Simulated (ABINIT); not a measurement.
The system is MgS.

```
S Mg
1.0
     0.00000    2.83312    2.83312
     2.83312    0.00000    2.83312
     2.83312    2.83312    0.00000
S Mg
1 1
Direct
  0.25000 0.25000 0.25000
  0.00000 0.00000 0.00000
```

The cell comes from a database or a generator and needn't be the stable form of this composition.

Base run:

```yaml
Program: ABINIT 10.8.3 (patched build)
Functional: PBEsol
Potentials_or_basis: JTH PAW PBE v2.0
Cutoff: 653 eV
k_mesh: 8 × 8 × 8
Occupations: fermi-dirac, width 0.05 eV
Spin: no spin polarisation
```

Its results: band gap on the k mesh 3.28 eV, direct; pressure -0.3 GPa.

**Question.** The run is repeated on the same cell with these changes: functional from PBEsol to AM05. What comes out?

**Answer.** Band gap on the k mesh 3.43 eV, direct; pressure 0.2 GPa.

Caveats: the PAW data sets were made with another functional, which shifts forces and pressure a little.

A k mesh can miss the band edges.
